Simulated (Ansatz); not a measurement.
Cubic perovskite CsPbI3 (cubic high-temperature phase), treated with HSE06 in Ansatz (PAW).

Run with plane-wave cutoff 460 eV, 4×4×4 k mesh, Fermi–Dirac smearing 0.01 eV, scalar-relativistic PAW data made under PBE.

The cell is scaled about its equilibrium volume:

| V (Å³/atom) | P (GPa) | direct gap at Γ (eV) | smallest gap on the k mesh (eV) |
|---|---|---|---|
| 48.965 | 0.92 | 5.286 | 1.750 |
| 50.254 | 0.43 | 5.248 | 1.849 |
| 51.568 | -0.01 | 5.210 | 1.941 |
| 52.831 | -0.37 | 5.177 | 2.022 |
| 54.120 | -0.69 | 5.144 | 2.096 |

The fundamental gap (1.94 eV at the equilibrium volume, on the SCF mesh) lies elsewhere than Γ–Γ.

Note: the relaxation could not lower the start's symmetry, so the cell can be a saddle point above a distorted one.

Spin–orbit coupling is not included; with these elements it can move the gap by several tenths of an eV or more.

Ansatz is a quantum-chemistry and plane-wave program.
